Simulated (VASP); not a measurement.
Here is a VASP 6.6.1 calculation.

Contents of INCAR:

```
SYSTEM = Se
  PREC = Accurate
  ENCUT = 600
  EDIFF = 1E-6
  ISMEAR = 0
  SIGMA = 0.03
  LREAL = .FALSE.
  LASPH = .TRUE.
  NELM = 80
  ALGO = Normal
  ISIF = 3
  LWAVE = .FALSE.
  LCHARG = .FALSE.
  GGA = PE
  IBRION = 2
  NSW = 90
  EDIFFG = -0.01
  PSTRESS = 1100.0
```

KPOINTS

```
regular mesh
0
G
  15 15 13
  0 0 0
```

POSCAR

```
Se
1.0
    1.9250000000      1.1113992682      0.8816666667
   -1.9250000000      1.1113992682      0.8816666667
    0.0000000000     -2.2227985364      0.8816666667
Se
1
Direct
    0.0000000000      0.0000000000      0.0000000000
```

Potentials or basis: VASP PAW PBE potentials, release 64 (Se).

Command:

```bash
$ cat potpaw_PBE.64/Se/POTCAR > POTCAR
$ mpirun -np 1 vasp_std > vasp.out
```

(1) Estimate the band gap on the k mesh.

(2) What does it give for the relaxed cell?

## Answers

(1) none (metal or under the smearing width).

(2) a = 2.456 Å, b = 2.456 Å, c = 2.456 Å, α = 106.57°, β = 106.57°, γ = 106.57°.
